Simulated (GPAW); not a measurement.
Input of a GPAW 26.7.0 run:

File run.py:

```python
from ase import Atoms
from ase.dft.bandgap import bandgap
from ase.io import write
from ase.units import GPa
from gpaw import GPAW, PW, setup_paths

setup_paths.insert(0, '.')

atoms = Atoms(['As', 'As'],
              cell=[[1.8807968987, 1.0858785957, 3.5140619945],
                    [-1.8807968987, 1.0858785957, 3.5140619945],
                    [0.0, -2.1717571915, 3.5140619945]],
              scaled_positions=[[0.226, 0.226, 0.226],
                                [0.774, 0.774, 0.774]],
              pbc=True)

calc = GPAW(mode=PW(600),
            xc='PBEsol',
            kpts={'size': (9, 9, 9), 'gamma': True},
            occupations={'name': 'fermi-dirac', 'width': 0.05},
            nbands=13,
            convergence={'density': 1e-05, 'energy': 1e-05},
            maxiter=150,
            txt='gpaw.txt')
atoms.calc = calc
energy = atoms.get_potential_energy()
forces = atoms.get_forces()
stress = atoms.get_stress()
calc.write('gs.gpw')
write('result.traj', atoms)
print(f'Energy: {energy:.6f} eV')
print('Forces (eV/A):')
print(forces.round(4))
print('Stress (GPa):', (stress / GPa).round(3))
print('Fermi level:', round(calc.get_fermi_level(), 4), 'eV')
print(f'Gap: {bandgap(calc)[0]:.4f} eV, direct: {bandgap(calc, direct=True)[0]:.4f} eV')
```

Potentials or basis: PAW data sets generated in the run's folder for this functional, pw.

Launch:

```console
$ gpaw-setup -f PBEsol As
$ OMP_NUM_THREADS=1 python run.py
```

Task: What does it give for the pressure?

Result: 0.5 GPa.

Task: Estimate the largest force.

Result: 0.425 eV/Å.

Task: What does it give for the band gap on the k mesh?

Result: None (metal or under the smearing width).

Forces on the atoms (eV/Å):
```
As   0.000  0.000  0.425
As   0.000  0.000 -0.425
```
